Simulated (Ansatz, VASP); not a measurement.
Mg: VASP beside Ansatz

```xyz
3
Lattice="4.8928 0.0000 0.0000 -2.4464 4.2373 0.0000 0.0000 0.0000 2.9667" Properties=species:S:1:pos:R:3 pbc="T T T"
Mg    0.0000    0.0000    0.0000
Mg    0.0000    2.8248    1.4834
Mg    2.4464    1.4124    1.4834
```

Alike in both runs: task single point; functional PBE; k mesh 8 × 8 × 11; occupations fermi-dirac, width 0.1 eV; no spin polarisation.

```csv
,VASP,Ansatz
version,VASP 6.6.1,Ansatz 0.2.0
potentials or method,"VASP PAW PBE potentials, release 64 (Mg)","plane waves (420 eV) with PAW, scalar-relativistic"
plane-wave cutoff (eV),520,420
valence electrons in the cell,6,30
```

VASP gave:

| Property | Result |
| --- | --- |
| pressure (GPa) | 5.5 |

What did Ansatz give for the same quantities?

Pressure (GPa): 5.6.

The two sets of potentials don't hold the same shells in valence.
